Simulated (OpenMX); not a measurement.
The system is AlO.

```
Al O
1.0
     2.76919    0.00000    0.00000
     0.00000    2.76919    0.00000
     0.00000    0.00000    2.76919
Al O
1 1
Cartesian
  1.3846 1.3846 1.3846
  0.0000 0.0000 0.0000
```

The cell was built by a generator and needn't be a form met in nature.

Base run:

```yaml
Program: OpenMX 3.8.5
Functional: LDA
Potentials_or_basis: OpenMX 2013 LDA set, Al7.0-s2p2d1, O6.0-s2p2d1, grid cutoff 400 Ry
k_mesh: 7 × 7 × 7
Occupations: fermi-dirac, width 0.05 eV
Spin: no spin polarisation
```

Its results: pressure -7.0 GPa.

Task: The run is repeated on the same cell with these changes: functional from LDA to PBE; potentials or basis from OpenMX 2013 LDA set, Al7.0-s2p2d1, O6.0-s2p2d1, grid cutoff 400 Ry to OpenMX 2013 PBE set, Al7.0-s2p2d1, O6.0-s2p2d1, grid cutoff 400 Ry. What comes out?

Result: Pressure 1.1 GPa.

Caveats: the basis of atomic orbitals isn't converged, which shifts pressures, moduli and gaps; an odd number of electrons without spin polarisation forces a metal; a magnetic or distorted state may lie lower.
